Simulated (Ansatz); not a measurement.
# Bi2Se3 (Paraguanajuatite) (R-3m) in Ansatz: relaxation of cell and atoms with PBEsol

Aim: the relaxation of cell and atoms of Bi2Se3 (Paraguanajuatite) with PBEsol.

All numbers are computed with Ansatz 0.2.0; they aren't measurements. Logs are shortened: lines on timing, memory, paths and dates and some standing lists are left out, and cuts for length are marked.

**1. The structure**

The structure is trigonal, space group R-3m (No. 166). The conventional cell has a = 4.143 Å, b = 4.143 Å, c = 28.636 Å, α = 90.00°, β = 90.00°, γ = 120.00°. Bi (site symmetry 3m) has 6 Se at 2.85 to 3.07 Å as nearest neighbours. Se (site symmetry 3m) has 3 Bi at 2.85 Å as nearest neighbours. Around Se (site symmetry -3m) lie 6 Bi at 3.07 Å.

**2. Relaxation of cell and atoms, PBEsol**

Input file input.yaml:

```yaml
crystal:
  lattice:
    - [2.0715, 1.1959810826, 9.5453333333]
    - [-2.0715, 1.1959810826, 9.5453333333]
    - [0.0, -2.3919621653, 9.5453333333]
  atoms:
    - { symbol: Bi, position: [0.5992, 0.5992, 0.5992] }
    - { symbol: Bi, position: [0.4008, 0.4008, 0.4008] }
    - { symbol: Se, position: [0.7883, 0.7883, 0.7883] }
    - { symbol: Se, position: [0.2117, 0.2117, 0.2117] }
    - { symbol: Se, position: [0.0, 0.0, 0.0] }
hamiltonian:
  xc: pbesol
  pseudopotentials: { kind: paw }
kpoints:
  mp_grid: { grid: [8, 8, 8] }
scf:
  occupations: { method: fermi_dirac, width: 0.05 }
output:
  forces: true
  stress: true
  eigenvalues: true
relax:
  f_tol: 0.01
  max_steps: 40
  cell: { stress_tol: 0.05 }
```

Potentials or basis: Ansatz PAW.

The run is started by

```
$ ansatz run input.yaml --threads 2 --pin off --max-ram 5632MiB --backend cpu --events-out ev --progress --plain --runs-dir out
```

What it wrote:

```text
Warning: RAYON_NUM_THREADS=2 ignored (pool sized by the plan → 2); use --threads N
basis.fft_grid_basis auto: the FFT boxes are laid along the combinations [[1, 0, -1], [0, 1, -1], [0, 0, 1]] of the cell's own vectors, 4.143, 4.143 and 9.840 Å long. The dense box has 30×30×72 points. Along the cell's own vectors, as sized, it would have 72×72×72, 5.76 times as many. Of the 12 symmetry operations that the crystal satisfies within crystal.symmetry.tolerance (time reversal apart; of a slab, those that keep its plane) the dense box along the cell's own vectors carries 12, and the one as laid loses 8 of those. basis.fft_grid_basis: typed keeps the cell's own vectors: state it where this run's energies or levels are differenced outside the engine with another run's, or held beside a run that keeps those vectors.
Engine: ansatz 0.2.0, aarch64-unknown-linux-gnu
Pseudopotentials: kind: paw
Pseudopotential: Bi, paw, valence charge 15, recommended cutoff 420 eV (normal), Bi.paw.azcp
Pseudopotential: Se, paw, valence charge 16, recommended cutoff 420 eV (normal), Se.paw.azcp
Functional definition: PBEsol
  exchange = pbesol_x
  correlation = pbesol_c
Crystal: 5 atoms, lattice volume = 141.890 Å³
Basis set: ecut = 420 eV, 2743 PW (Γ), FFT grids on a1−a3, a2−a3, a3, exchange–correlation on 60×60×144 points (8 copies of the dense FFT grid, shifted against one another)
Bands: 47, of which v1, the nominal top of the filled ones, is band 39 counted from 1 (38 counted from 0)
Symmetry: 12 space group operations
Space group: R-3m (ITA 166), of the structure as read, at distance tolerance 5.2e-5 Å
k-points: 65 of 512
Non-local potential: Bi, projectors of the file, l = 0: 2, l = 1: 2, l = 2: 2, l = 3: 2
Non-local potential: Se, projectors of the file, l = 0: 2, l = 1: 2, l = 2: 3, l = 3: 1
PAW form: soft (Blöchl's): semilocal exchange-correlation on the pseudo side does not see the compensation charge
PAW frozen core: Bi, regenerated for the run's functional, and the local potential with it (the file was generated under x = pbe(κ = 0.804, μ = 0.2195149727645171), c = pbe(β = 0.06672455060314922))
PAW frozen core: Se, regenerated for the run's functional, and the local potential with it (the file was generated under x = pbe(κ = 0.804, μ = 0.2195149727645171), c = pbe(β = 0.06672455060314922))
PAW one-centre angular grid: Bi, 590 points (default); XC on 64 Gauss nodes
PAW one-centre angular grid: Se, 590 points (default); XC on 64 Gauss nodes
Initial density: superposition of atomic densities (neutral atoms: chi_scale 0, normalization atom), corrected by the library's trained network
Initial wavefunctions: pseudopotential atomic-orbital guess
Functional: x = pbesol(κ = 0.804, μ = 0.12345679012345678), c = pbesol(β = 0.046)
SCF iter   1: F=—  HF=-40758.520799 eV  |F-HF|=—  |Δ(HF+E_count)|=         —  Δρ=3.07e-3  dr2=3.55e-2  ethr=1.77e-3  ⟨swp⟩=8.1  Hψ=12405  notcnv=0  defer=7
[... 68 lines left out ...]
  E_xc         = -611.696666
  E_vxc        = -583.657487  (∫ρ·V_xc dr)
  E_paw        = -26621.658326  (= ΣΔE_a)
  E_vpaw       = 79.215206  (= ΣTr[D̂ρ^β])
  E_aug_tail   = -0.002723  (compensation charges beyond the density's cutoff)
  E_ewald      = -8097.553933
  E_core_change = 3.204856  (= ΣΔE_core)
  E_smearing   = -0.000313  (= −TS)
  E_closure    = -0.000000  (closes the sum)
  Σ components = -40758.515488   (vs F -40758.515488, Δ=0.00e0)
--- Forces (eV/Å), atoms counted from 1 ---
  atom   1  Bi     0.00000000    -0.00000000     0.00324999
  atom   2  Bi     0.00000000     0.00000000    -0.00324999
  atom   3  Se     0.00000000    -0.00000000     0.00153973
  atom   4  Se     0.00000000     0.00000000    -0.00153973
  atom   5  Se    -0.00000000     0.00000000     0.00000000
  max |Σ_I F_I| component: 9.25e-18 eV/Å
--- Stress (GPa, compression-positive) ---
       -0.005362       0.000000      -0.000000
        0.000000      -0.005362       0.000000
       -0.000000       0.000000      -0.044300
  P = ⅓ Tr σ = -0.0183 GPa (-0.183 kbar)
--- Band table (eV; the first three rows and the last of 65) ---
  k-point 0: bands = ["-38.3899", "-38.3899", "-38.3894", "-38.3894", "-38.3867", "-38.3867", "-38.3864", "-38.3864", "-38.3851", "-38.3850", "-38.3107", "-38.3032", "-38.3032", "-38.2744", "-38.2744", "-13.9913", "-13.9913", "-13.9891", "-13.9891", "-13.9775", "-13.9748", "-13.9676", "-13.9676", "-13.9644", "-13.9644", "-5.4577", "-4.6701", "-3.8652", "-0.5236", "0.2743", "6.8201", "6.9035", "7.1544", "7.1544", "7.2172", "7.2172", "7.8414", "7.8414", "9.0770", "9.1948", "10.4022", "10.4022", "11.1575", "11.7739", "11.7739", "14.7987", "15.9469"]
  k-point 1: bands = ["-38.3899", "-38.3899", "-38.3894", "-38.3893", "-38.3867", "-38.3867", "-38.3864", "-38.3864", "-38.3851", "-38.3849", "-38.3107", "-38.3032", "-38.3032", "-38.2744", "-38.2744", "-13.9937", "-13.9910", "-13.9876", "-13.9854", "-13.9753", "-13.9727", "-13.9695", "-13.9679", "-13.9663", "-13.9642", "-5.3139", "-4.5487", "-3.7784", "-0.6107", "0.1125", "5.9817", "6.0830", "6.6660", "6.7097", "7.3158", "7.6786", "7.6874", "8.0685", "8.3099", "10.1625", "10.8232", "10.8830", "11.1588", "11.7558", "12.0100", "14.4003", "14.9928"]
  k-point 2: bands = ["-38.3898", "-38.3898", "-38.3894", "-38.3893", "-38.3868", "-38.3868", "-38.3864", "-38.3863", "-38.3851", "-38.3849", "-38.3107", "-38.3032", "-38.3032", "-38.2744", "-38.2744", "-14.0009", "-13.9970", "-13.9803", "-13.9780", "-13.9763", "-13.9718", "-13.9676", "-13.9665", "-13.9642", "-13.9629", "-4.8963", "-4.2173", "-3.5566", "-0.9440", "-0.3370", "4.8537", "5.3955", "5.8171", "6.1590", "6.6985", "7.1584", "7.7932", "7.8928", "8.5224", "10.2124", "10.9780", "11.1931", "11.8103", "12.2144", "13.1139", "13.5019", "15.2052"]
  k-point 64: bands = ["-38.3899", "-38.3899", "-38.3894", "-38.3894", "-38.3867", "-38.3867", "-38.3864", "-38.3864", "-38.3851", "-38.3850", "-38.3107", "-38.3032", "-38.3032", "-38.2744", "-38.2744", "-13.9913", "-13.9913", "-13.9891", "-13.9891", "-13.9773", "-13.9750", "-13.9676", "-13.9676", "-13.9643", "-13.9643", "-5.3063", "-5.0175", "-3.5430", "-0.9845", "0.6656", "6.2973", "7.0599", "7.0599", "7.4670", "7.4670", "7.5120", "7.6378", "7.6378", "8.5423", "9.6932", "10.7183", "10.7183", "11.0724", "11.4262", "11.4262", "14.7270", "15.6491"]
--- Relaxed structure (3 steps of the walk, 2 accepted, 1 SCFs on fresh bases) ---
  F+E_penalty+E_count = -40758.51548759 eV   max|allowed force component| = 3.250e-3 eV/Å   (the final SCF, on the basis selected at the relaxed cell)
  cell:  # Å, volume = 140.7871 Å³
    - [2.0653656953653, 1.1924394401775384, 9.527484187897022]
    - [-2.0653656953653, 1.1924394401775384, 9.527484187897022]
    - [8.260179435009567e-34, -2.3848788804049827, 9.527484187890776]
  atoms:
    - { symbol: Bi, position: [0.5996699692826638, 0.5996699692826638, 0.5996699692826638] }
    - { symbol: Bi, position: [0.400330030717336, 0.400330030717336, 0.40033003071733597] }
    - { symbol: Se, position: [0.7885162741118782, 0.7885162741118782, 0.7885162741118782] }
    - { symbol: Se, position: [0.21148372588812162, 0.21148372588812162, 0.21148372588812164] }
    - { symbol: Se, position: [-4.8925720933865124e-36, 1.3056093995142203e-36, -1.7934813468986563e-36] }
```

Run time: 48 s. Hardware: 2 threads of Arm Neoverse V2, shared host; peak memory 0.63 GiB.

Results:

```yaml
Free_energy: -40758.5155 eV
Relaxed_volume: 28.16 Å³/atom
Relaxed_cell: a = 9.821 Å, b = 9.821 Å, c = 9.821 Å, α = 24.28°, β = 24.28°, γ = 24.28°
Space_group_after_relaxing_to_0.05_Å: R-3m (No. 166)
Energy_gained_by_relaxing: 0.7 meV/atom
Ionic_steps: 3
Pressure_after_relaxing: 0.0 GPa
Largest_force_after_relaxing: 0.003 eV/Å
Band_gap_on_the_k_mesh: 0.12 eV, direct
```

Forces in eV/Å, atoms in the order of the input:
```
Bi   0.000  0.000  0.003
Bi   0.000  0.000 -0.003
Se   0.000  0.000  0.002
Se   0.000  0.000 -0.002
Se   0.000  0.000  0.000
```

Step by step:
```tsv
step	energy change (eV)	largest force (eV/Å)	volume (Å³)
1	0.0000	0.1543	141.89
2	-0.0039	0.0032	140.79
3	-0.0037	0.0032	140.79
```

Final structure:
```cif
data_structure
_symmetry_space_group_name_H-M 'P 1'
_symmetry_Int_Tables_number 1
_cell_length_a 9.8214
_cell_length_b 9.8214
_cell_length_c 9.8214
_cell_angle_alpha 24.279
_cell_angle_beta 24.279
_cell_angle_gamma 24.279
_cell_volume 140.79
loop_
_atom_site_label
_atom_site_type_symbol
_atom_site_fract_x
_atom_site_fract_y
_atom_site_fract_z
_atom_site_occupancy
Bi1 Bi 0.59967 0.59967 0.59967 1
Bi2 Bi 0.40033 0.40033 0.40033 1
Se1 Se 0.78852 0.78852 0.78852 1
Se2 Se 0.21148 0.21148 0.21148 1
Se3 Se 0.00000 0.00000 0.00000 1
```

Levels at points of the mesh, in eV from the valence-band top:
| k point | band 37 | band 38 | band 39 | band 40 | band 41 | band 42 |
| --- | --- | --- | --- | --- | --- | --- |
| (0.00, 0.00, 0.00) | -1.24 | -1.24 | 0.00 | 0.12 | 1.33 | 1.33 |
| (0.00, 0.00, -0.50) | -2.25 | -1.27 | -0.58 | 0.75 | 1.83 | 2.92 |
| (0.00, -0.50, -0.50) | -1.94 | -1.71 | -1.04 | 1.25 | 1.89 | 2.52 |
| (-0.50, -0.50, -0.50) | -1.44 | -1.44 | -0.53 | 0.62 | 1.64 | 1.64 |

Caveat: the plane-wave basis is chosen anew once the cell has moved, so the energies of steps on either side of that aren't comparable; spin-orbit coupling is left out, which as a rule narrows the gap of such compounds by several tenths of an eV; the PAW data sets come from PBE, with cores solved anew for the run's functional, which leaves a small shift of forces and pressure. A k mesh can miss the band edges.
